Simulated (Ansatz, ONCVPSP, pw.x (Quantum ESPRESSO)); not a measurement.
# technetium (Tc): does the ONCV potential hold in the solid?

```json
{"Element": "Tc", "Generator": "ONCVPSP 4.0.1.1 (patched build)", "Type": "optimised norm-conserving Vanderbilt (ONCV)", "Functional": "PBEsol", "Relativity": "scalar-relativistic", "Frozen core": "[Kr]", "Valence charge": "7", "Reference configuration": "4d5 5s1.5 (charge +0.5)", "Partial waves": "5s: rc 2.90 bohr, ncon 4, nbas 7, qcut 1.9 1/bohr, 2 projectors, debl 0.8 Ha; p scattering state at 0.19 Ha: rc 2.65 bohr, ncon 4, nbas 9, qcut 3.1 1/bohr, 2 projectors, debl 2.1 Ha; 4d: rc 2.40 bohr, ncon 3, nbas 8, qcut 7.7 1/bohr, 2 projectors, debl 3.5 Ha", "Local potential": "polynomial inside 1.70 bohr (lpopt 4, dvloc0 4 Ha)", "Core correction": "Teter function, fcfact 5.25, rcfact 1.1"}
```

In the p channel the program set the typed energies aside and used 0.050, 2.150 Ha.

Atomic tests: cutoffs needed: 17 Ha and 20 Ha (the cutoffs (Ha) at which the residual kinetic energy of the hardest occupied pseudo-wave falls to 1 and 0.1 mHa per electron); ghost test: no bound ghost flagged; GHOST(+) flagged for s at 64.6 eV; largest excitation error: +18 meV (all-electron minus pseudo) for 4d5 5s0, out of 4 test configurations.

Crystal test: diamond Tc in pw.x 7.5, no spin, 8³ k-points, Fermi–Dirac smearing 0.01 Ry, cutoffs 50/200 Ry. The reference is all-electron LAPW (Ansatz 0.2.0) with the same functional, mesh and smearing; V0 and B0 come from Birch–Murnaghan fits to the pressures at five volumes. Errors are pseudo minus all-electron; Δ is the rms difference of the E(V) curves that follow from these fits, minima aligned, over ±6 % about the mean V0. Mesh and smearing are coarse, so the numbers serve the comparison and aren't converged zero-temperature values; the lattice is a test structure that the element need not adopt.

All-electron: a0 = 5.478 Å (V0 = 20.55 Å³/atom), B0 = 164.5 GPa.

Q: How far does the potential miss the all-electron equation of state?

A: mean pressure error (GPa): -5.36; a0 (Å): 5.413; a0 error (%): -1.19; B0 error (%): -5.1; Δ (meV/atom): 25.9. The largest radius (2.90 bohr) exceeds half the bond length (2.24 bohr), so the spheres overlap, which is one possible source of error among others. This is a poor potential for the solid.

```
V (Å³/atom)  P all-electron (GPa)  P pseudo (GPa)
     19.515                  9.54            2.56
     20.028                  4.51           -1.54
     20.542                  0.10           -5.15
     21.056                 -3.77           -8.32
     21.569                 -7.15          -11.11
```

Q: At the middle volume, how do free energy and pressure move when the wave cutoff is lowered (ecutrho kept at four times it)?

A:

| cutoff (Ry) | shift of F (meV/atom) | shift of P (GPa) |
| --- | --- | --- |
| 22 | +3592.1 | -94.03 |
| 30 | +488.6 | -22.37 |
| 40 | +15.2 | -1.20 |

The run at the middle volume (29 k-points, 10 iterations) took about 7.6 s on one core of a shared host (Intel(R) Xeon(R) 6975P-C, 192 threads, 756 GiB, load 74).
